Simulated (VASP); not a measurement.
## Sb in VASP: convergence with ENCUT

Input of the first run (ENCUT 200 eV); the others differ in this setting and in those tied to it:

Contents of INCAR:

```
SYSTEM = Sb
PREC = Accurate ; ENCUT = 200
EDIFF = 1E-6 ; ISMEAR = 0
SIGMA = 0.02 ; LREAL = .FALSE.
LASPH = .TRUE. ; NELM = 60
ALGO = Normal ; ISIF = 2
LWAVE = .FALSE. ; LCHARG = .FALSE.
GGA = PE
```

The input KPOINTS:

```
Automatic mesh
0
G
  7 7 4
  0 0 0
```

File POSCAR:

```
Sb
1.0
    3.3545324186      0.0000000000      0.0000000000
   -1.6772662093      2.9051102923      0.0000000000
    0.0000000000      0.0000000000      5.4701606500
Sb
2
Direct
    0.6629940000      0.3303420000      0.7515060000
    0.3363300000      0.6714820000      0.2509500000
```

Potentials or basis: VASP PAW PBE potentials, release 64 (Sb).

Command:

```bash
$ cat potpaw_PBE.64/Sb/POTCAR > POTCAR
$ mpirun -np 1 vasp_std > vasp.out
```

The cell isn't the ideal one: atoms moved at random, drawn with an rms of 0.02 Å.

This isn't the form of Sb at room conditions, which is rhombohedral.

Hardware: 1 thread of AMD EPYC 9R45 96-Core Processor (Zen 5) (shared host).

Task: The values tried are 200 eV, 250 eV, 300 eV, 350 eV, 400 eV, 450 eV, 500 eV, 600 eV, 800 eV, loosest first. From which on does the energy stay within 1 meV/atom of the tightest run that finished?

Result: From 250 eV on.

```csv
ENCUT,"energy less the tightest run, at zero smearing (meV/atom)",pressure (GPa),SCF cycles,CPU time (s),peak memory (GiB)
200 eV,2.36,1.53,10,4.6,0.09
250 eV,0.62,1.58,10,6.2,0.1
300 eV,0.23,1.60,10,7.2,0.11
350 eV,0.21,1.59,10,8.9,0.12
400 eV,0.15,1.60,11,12,0.14
450 eV,0.10,1.60,11,14,0.15
500 eV,0.08,1.61,11,14,0.16
600 eV,0.03,1.60,11,23,0.19
800 eV,0.00,1.61,11,33,0.23
```

Against the tightest run, the pressure stays within 0.1 GPa from 200 eV on. The tightest run that finished is the yardstick and may itself not be fully converged.

The run has no spin-orbit coupling, so splittings on Sb are missing.
